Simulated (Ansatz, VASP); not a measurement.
## Sb in VASP and in Ansatz

INCAR

```
PREC = Accurate
ENCUT = 520
EDIFF = 1E-6
ISMEAR = 0
SIGMA = 0.15
LREAL = F
LASPH = T
NELM = 80
ALGO = Normal
ISIF = 2
LWAVE = F
LCHARG = F
GGA = CA
NBANDS = 12
```

KPOINTS

```
regular mesh
0
Gamma
  15 15 15
```

Contents of POSCAR:

```
Sb
1.0
    2.0833495674      1.2028224336      3.9896147744
   -2.0833495674      1.2028224336      3.9896147744
    0.0000000000     -2.4056448671      3.9896147745
Sb
2
Direct
    0.2336400000      0.2336400000      0.2336400000
    0.7663600000      0.7663600000      0.7663600000
```

Input for Ansatz:

```yaml
crystal:
  lattice:
    - [2.0833495674, 1.2028224336, 3.9896147744]
    - [-2.0833495674, 1.2028224336, 3.9896147744]
    - [0.0, -2.4056448671, 3.9896147745]
  atoms:
    - { symbol: Sb, position: [0.23364, 0.23364, 0.23364] }
    - { symbol: Sb, position: [0.76636, 0.76636, 0.76636] }
basis:
  ecutwfc: 420
kpoints:
  mp_grid: { grid: [15, 15, 15] }
hamiltonian:
  xc: lda
scf:
  occupations: { method: gaussian, width: 0.15 }
output:
  forces: true
  stress: true
  eigenvalues: true
```

Alike in both runs: task single point; functional LDA; k mesh 15 × 15 × 15; occupations gaussian, width 0.15 eV; no spin polarisation.

|  | VASP | Ansatz |
| --- | --- | --- |
| version | VASP 6.6.1 | Ansatz 0.2.0 |
| potentials or method | VASP PAW LDA potentials, release 64 (Sb) | scalar-relativistic, plane waves, PAW |
| plane-wave cutoff (eV) | 520 | 420 |
| valence electrons in the cell | 10 | 30 |

Ansatz gave:

| Item | Value |
| --- | --- |
| gap on the k mesh at the Fermi level (eV) | none |
| pressure (GPa) | -0.4 |
| largest component of the traceless stress (GPa) | 1.82 |
| rms of the force components (eV/Å) | 0.019 |

Question: What did VASP give for the same quantities?

Answer: gap on the k mesh at the Fermi level (eV): none; pressure (GPa): -0.1; largest component of the traceless stress (GPa): 1.81; rms of the force components (eV/Å): 0.032.

Atom by atom the forces differ by 0.051 eV/Å (rms over components). A gap of «none» marks a metal or a gap that the smearing closes. The two sets of potentials don't hold the same shells in valence.

The runs have no spin-orbit coupling, so splittings on Sb are missing.
